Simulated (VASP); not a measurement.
# BN (F-43m) in VASP: a series of runs, part 2 of 2

VASP 6.6.1.

## Step 4: Band structure, PBE

INCAR reads:

```
ALGO = Normal
EDIFF = 1E-6
ENCUT = 520
GGA = PE
ISIF = 2
ISMEAR = -1
LASPH = T
LCHARG = F
LREAL = F
LWAVE = F
NELM = 100
PREC = Accurate
SIGMA = 0.05
```

KPOINTS reads:

```
k-points
0
Gamma
  13 13 13
```

POSCAR reads:

```
BN
1.0
    0.0000000000      1.8130010000      1.8130010000
    1.8130010000      0.0000000000      1.8130010000
    1.8130010000      1.8130010000      0.0000000000
N B
1 1
Direct
    0.2500000000      0.2500000000      0.2500000000
    0.0000000000      0.0000000000      0.0000000000
```

KPOINTS_OPT reads:

```
path GXWKGLUWLK,UX
20
line-mode
reciprocal
 0.0000000000  0.0000000000  0.0000000000  G
 0.5000000000  0.0000000000  0.5000000000  X

 0.5000000000  0.0000000000  0.5000000000  X
 0.5000000000  0.2500000000  0.7500000000  W

 0.5000000000  0.2500000000  0.7500000000  W
 0.3750000000  0.3750000000  0.7500000000  K

 0.3750000000  0.3750000000  0.7500000000  K
 0.0000000000  0.0000000000  0.0000000000  G

 0.0000000000  0.0000000000  0.0000000000  G
 0.5000000000  0.5000000000  0.5000000000  L

 0.5000000000  0.5000000000  0.5000000000  L
 0.6250000000  0.2500000000  0.6250000000  U

 0.6250000000  0.2500000000  0.6250000000  U
 0.5000000000  0.2500000000  0.7500000000  W

 0.5000000000  0.2500000000  0.7500000000  W
 0.5000000000  0.5000000000  0.5000000000  L

 0.5000000000  0.5000000000  0.5000000000  L
 0.3750000000  0.3750000000  0.7500000000  K

 0.6250000000  0.2500000000  0.6250000000  U
 0.5000000000  0.0000000000  0.5000000000  X
```

Potentials or basis: VASP PAW PBE potentials, release 54 (N, B).

Started as:

```console
$ cat potpaw_PBE.54/N/POTCAR potpaw_PBE.54/B/POTCAR > POTCAR
$ mpirun -np 1 vasp_std > vasp.out
```

It took 9.2 s on 1 thread of Intel Xeon Platinum 8375C at 2.90GHz (Ice Lake), shared host; peak memory 0.13 GiB.

It converged, with:

* Free energy: -17.4510 eV
* Pressure: -0.2 GPa
* Band gap on the k mesh: 4.52 eV, indirect (least direct gap 8.78 eV)
* Band gap along the path: 4.45 eV, indirect (least direct gap 8.78 eV)

Levels at the corners of the path, in eV from the valence-band top:
```csv
point,band 1,band 2,band 3,band 4,band 5,band 6,band 7,band 8
Γ,-20.13,0.00,0.00,0.00,8.78,8.78,8.78,10.20
X,-14.60,-8.86,-4.86,-4.86,4.45,9.18,17.78,17.78
X,-14.60,-8.86,-4.86,-4.86,4.45,9.18,17.78,17.78
W,-14.30,-7.55,-6.90,-6.44,9.56,13.20,14.45,14.52
W,-14.30,-7.55,-6.90,-6.44,9.56,13.20,14.45,14.52
K,-14.52,-8.08,-7.59,-4.04,6.88,12.79,15.71,16.54
K,-14.52,-8.08,-7.59,-4.04,6.88,12.79,15.71,16.54
Γ,-20.13,0.00,0.00,0.00,8.78,8.78,8.78,10.20
Γ,-20.13,0.00,0.00,0.00,8.78,8.78,8.78,10.20
L,-15.95,-10.61,-1.92,-1.92,10.03,10.66,10.66,15.16
L,-15.95,-10.61,-1.92,-1.92,10.03,10.66,10.66,15.16
U,-14.52,-8.08,-7.59,-4.04,6.88,12.79,15.71,16.54
U,-14.52,-8.08,-7.59,-4.04,6.88,12.79,15.71,16.54
W,-14.30,-7.55,-6.90,-6.44,9.56,13.20,14.45,14.52
W,-14.30,-7.55,-6.90,-6.44,9.56,13.20,14.45,14.52
L,-15.95,-10.61,-1.92,-1.92,10.03,10.66,10.66,15.16
L,-15.95,-10.61,-1.92,-1.92,10.03,10.66,10.66,15.16
K,-14.52,-8.08,-7.59,-4.04,6.88,12.79,15.71,16.54
U,-14.52,-8.08,-7.59,-4.04,6.88,12.79,15.71,16.54
X,-14.60,-8.86,-4.86,-4.86,4.45,9.18,17.78,17.78
```

## Step 5: Band structure, PBE

POSCAR is that of step 4.

INCAR.step1 reads:

```
SYSTEM = BN
ALGO = Normal
EDIFF = 1E-6
ENCUT = 500
GGA = PE
ISIF = 2
ISMEAR = -1
LASPH = .True.
LCHARG = .True.
LREAL = .False.
LWAVE = .False.
NELM = 80
PREC = Accurate
SIGMA = 0.05
```

KPOINTS.step1 reads:

```
k-points
0
Gamma
  13 13 13
  0 0 0
```

INCAR.step2 reads:

```
SYSTEM = BN
ALGO = Normal
EDIFF = 1E-6
ENCUT = 500
GGA = PE
ICHARG = 11
ISIF = 2
ISMEAR = 0
LASPH = .True.
LCHARG = .False.
LREAL = .False.
LWAVE = .False.
NELM = 80
PREC = Accurate
SIGMA = 0.05
```

KPOINTS.step2 reads:

```
path GXWKGLUWLK,UX
10
line-mode
reciprocal
 0.0000000000  0.0000000000  0.0000000000  G
 0.5000000000  0.0000000000  0.5000000000  X

 0.5000000000  0.0000000000  0.5000000000  X
 0.5000000000  0.2500000000  0.7500000000  W

 0.5000000000  0.2500000000  0.7500000000  W
 0.3750000000  0.3750000000  0.7500000000  K

 0.3750000000  0.3750000000  0.7500000000  K
 0.0000000000  0.0000000000  0.0000000000  G

 0.0000000000  0.0000000000  0.0000000000  G
 0.5000000000  0.5000000000  0.5000000000  L

 0.5000000000  0.5000000000  0.5000000000  L
 0.6250000000  0.2500000000  0.6250000000  U

 0.6250000000  0.2500000000  0.6250000000  U
 0.5000000000  0.2500000000  0.7500000000  W

 0.5000000000  0.2500000000  0.7500000000  W
 0.5000000000  0.5000000000  0.5000000000  L

 0.5000000000  0.5000000000  0.5000000000  L
 0.3750000000  0.3750000000  0.7500000000  K

 0.6250000000  0.2500000000  0.6250000000  U
 0.5000000000  0.0000000000  0.5000000000  X
```

Potentials or basis: VASP PAW PBE potentials, release 54 (N, B).

Started as:

```console
$ cat potpaw_PBE.54/N/POTCAR potpaw_PBE.54/B/POTCAR > POTCAR
$ cp INCAR.step1 INCAR
$ cp KPOINTS.step1 KPOINTS
$ mpirun -np 1 vasp_std > vasp.out
$ cp INCAR.step2 INCAR
$ cp KPOINTS.step2 KPOINTS
$ mpirun -np 1 vasp_std > vasp.out
```

OUTCAR:

```text
SYSTEM = BN
   EDIFF = 1E-6
   ENCUT = 500
   GGA = PE
   ICHARG = 11
   ISIF = 2
   ISMEAR = 0
   LASPH = .True.
   LREAL = .False.
   NELM = 80
   PREC = Accurate

 ion  position               nearest neighbor table
   1  0.250  0.250  0.250-   2 1.57   2 1.57   2 1.57   2 1.57
   2  0.000  0.000  0.000-   1 1.57   1 1.57   1 1.57   1 1.57

  LATTYP: Found a face centered cubic cell.
 ALAT       =     3.6260020000

  Lattice vectors:

 A1 = (   0.0000000000,   1.8130010000,   1.8130010000)
 A2 = (   1.8130010000,   0.0000000000,   1.8130010000)
 A3 = (   1.8130010000,   1.8130010000,   0.0000000000)

Analysis of symmetry for initial positions (statically):
=====================================================================
 Subroutine PRICEL returns:
 Original cell was already a primitive cell.

 Routine SETGRP: Setting up the symmetry group for a
 face centered cubic supercell.

 Subroutine GETGRP returns: Found 24 space group operations
 (whereof 24 operations were pure point group operations)
[... 162 lines left out ...]
 cond. band min:      11.7408454511   @ k =   0.5000   0.0000   0.5000
 fundamental gap:      4.4492756243
 Fermi energy:         7.5247974622

 k-point     1 :       0.0000    0.0000    0.0000
  band No.  band energies     occupation
      1     -12.8360      2.00000
      2       7.2916      2.00000
      3       7.2916      2.00000
      4       7.2916      2.00000
      5      16.0682      0.00000
      6      16.0682      0.00000
      7      16.0682      0.00000
      8      17.4929      0.00000
[... 243 lines left out ...]
 k-point    24 :       0.4583    0.2917    0.7500
  band No.  band energies     occupation
      1      -7.0747      2.00000
      2      -0.4838      2.00000
      3       0.0998      2.00000
      4       1.6647      2.00000
      5      16.1219      0.00000
      6      20.4427      0.00000
      7      21.3676      0.00000
      8      23.0494      0.00000

 [... further k-points ...]

------------------------ aborting loop because EDIFF is reached ----------------------------------------

  FORCE on cell =-STRESS in cart. coord.  units (eV):
  Direction    XX          YY          ZZ          XY          YZ          ZX
  --------------------------------------------------------------------------------------
  -------------------------------------------------------------------------------------
  Total       -0.6071166     -0.6071166     -0.6071166     -0.0000000      0.0000000     -0.0000000
  in kB      -81.6128497    -81.6128497    -81.6128497     -0.0000000      0.0000000     -0.0000000
  external PRESSURE =     -81.6128497 kB  Pullay stress =       0.0000000 kB

 VOLUME and BASIS-vectors are now :
 -----------------------------------------------------------------------------
  energy-cutoff  :      500.00
  volume of cell :       11.92
      direct lattice vectors                 reciprocal lattice vectors
     0.000000000  1.813001000  1.813001000    -0.275785838  0.275785838  0.275785838
     1.813001000  0.000000000  1.813001000     0.275785838 -0.275785838  0.275785838
     1.813001000  1.813001000  0.000000000     0.275785838  0.275785838 -0.275785838

 POSITION                                       TOTAL-FORCE (eV/Angst)
 -----------------------------------------------------------------------------------
      0.90650      0.90650      0.90650        -0.000000     -0.000000     -0.000000
      0.00000      0.00000      0.00000         0.000000      0.000000      0.000000
 -----------------------------------------------------------------------------------
    total drift:                                0.000000      0.000000      0.000000

  FREE ENERGIE OF THE ION-ELECTRON SYSTEM (eV)
  ---------------------------------------------------
  free  energy   TOTEN  =       -18.0452252285 eV

  energy  without entropy=      -18.0452252285  energy(sigma->0) =      -18.04522523
```

Run time: 8.3 s. Hardware: 1 thread of Intel Xeon Platinum 8375C at 2.90GHz (Ice Lake), shared host; peak memory 0.12 GiB.

What came out:

- Band gap on the k mesh: 4.52 eV, indirect (least direct gap 8.78 eV)
- Band gap along the path: 4.45 eV, indirect (least direct gap 8.78 eV)

Levels at the corners of the path, in eV from the valence-band top:
```
point  band 1  band 2  band 3  band 4  band 5  band 6  band 7  band 8
    Γ  -20.13    0.00    0.00    0.00    8.78    8.78    8.78   10.20
    X  -14.60   -8.86   -4.86   -4.86    4.45    9.18   17.78   17.78
    X  -14.60   -8.86   -4.86   -4.86    4.45    9.18   17.78   17.78
    W  -14.30   -7.55   -6.90   -6.44    9.56   13.20   14.45   14.52
    W  -14.30   -7.55   -6.90   -6.44    9.56   13.20   14.45   14.52
    K  -14.52   -8.08   -7.59   -4.04    6.88   12.79   15.71   16.54
    K  -14.52   -8.08   -7.59   -4.04    6.88   12.79   15.71   16.54
    Γ  -20.13    0.00    0.00    0.00    8.78    8.78    8.78   10.20
    Γ  -20.13    0.00    0.00    0.00    8.78    8.78    8.78   10.20
    L  -15.95  -10.61   -1.92   -1.92   10.03   10.66   10.66   15.17
    L  -15.95  -10.61   -1.92   -1.92   10.03   10.66   10.66   15.17
    U  -14.52   -8.08   -7.59   -4.04    6.88   12.79   15.71   16.54
    U  -14.52   -8.08   -7.59   -4.04    6.88   12.79   15.71   16.54
    W  -14.30   -7.55   -6.90   -6.44    9.56   13.20   14.45   14.52
    W  -14.30   -7.55   -6.90   -6.44    9.56   13.20   14.45   14.52
    L  -15.95  -10.61   -1.92   -1.92   10.03   10.66   10.66   15.17
    L  -15.95  -10.61   -1.92   -1.92   10.03   10.66   10.66   15.17
    K  -14.52   -8.08   -7.59   -4.04    6.88   12.79   15.71   16.54
    U  -14.52   -8.08   -7.59   -4.04    6.88   12.79   15.71   16.54
    X  -14.60   -8.86   -4.86   -4.86    4.45    9.18   17.78   17.78
```

Caveat: the log is that of the step along the path at fixed density, whose energy, stress, charges and moments have no meaning.

## Step 6: The reference run

An earlier run on the cell as given: functional PBEsol; potentials or basis VASP PAW PBE potentials, release 64 (N, B); cutoff 520 eV; k mesh 13 × 13 × 13; occupations fermi-dirac, width 0.05 eV; no spin polarisation.

- Pressure: -5.7 GPa
- Band gap on the k mesh: 4.34 eV, indirect (least direct gap 8.72 eV)

## Step 7: Overview

| task | level | potentials or basis | cutoff (eV) | ladder | gap on the mesh (eV) | pressure (GPa) |
| --- | --- | --- | --- | --- | --- | --- |
| band structure | PBE | VASP PAW PBE potentials, release 64 (N_h, B_h) | 900 | - | 4.53 | -1.0 |
| band structure | PBE | VASP PAW PBE potentials, release 64 (N_s, B_s) | 400 | - | 4.54 | - |
| band structure | PBE | VASP PAW PBE potentials, release 54 (N, B) | 520 | - | 4.52 | -0.2 |
| band structure | PBE | VASP PAW PBE potentials, release 54 (N, B) | 500 | - | 4.52 | - |
| single point | PBEsol | VASP PAW PBE potentials, release 64 (N, B) | 520 | free | 4.34 | -5.7 |

Alike in all rows: no spin polarisation; cell as given; k mesh 13 × 13 × 13; smearing fermi-dirac 0.05 eV.

Caveats: the cutoff is under 1.25 times the usual one of these potentials, so pressure, stress and relaxed cells hold a basis-set (Pulay) error (some runs); the PAW data sets were made with another functional, which shifts forces and pressure a little (some runs); an odd mesh through Γ misses points on the zone boundary, where band edges often lie (some runs).

Total energies depend on the potentials used, so only differences within one code and one set of settings carry meaning.

## Step 8: Comparison with measurements

Step 2. Against the measured gap of BN, 6.4 eV (indirect; 300 K; a printed reference work, monograph), the calculated 4.46 eV is off by -1.94 eV. The value is that of PBE, without temperature or zero-point motion. Semilocal functionals fall short of measured gaps as a rule. The cell is a database's relaxed one, not the measured one, which moves gaps too.

Step 3. Against the measured gap of BN, 6.4 eV (indirect; 300 K; a printed reference work, monograph), the calculated 4.47 eV is off by -1.93 eV. The value is that of PBE, without temperature or zero-point motion. Semilocal functionals fall short of measured gaps as a rule. The cell is a database's relaxed one, not the measured one, which moves gaps too.

Step 4. A measured gap of BN is 6.4 eV (indirect; 300 K; a printed reference work, monograph); the calculated 4.45 eV misses it by -1.95 eV. The value is that of PBE, without temperature or zero-point motion. Semilocal functionals fall short of measured gaps as a rule. The cell is a database's relaxed one, not the measured one, which moves gaps too.

Step 5. Against the measured gap of BN, 6.4 eV (indirect; 300 K; a printed reference work, monograph), the calculated 4.45 eV is off by -1.95 eV. The value is that of PBE, without temperature or zero-point motion. Semilocal functionals fall short of measured gaps as a rule. The cell is a database's relaxed one, not the measured one, which moves gaps too.
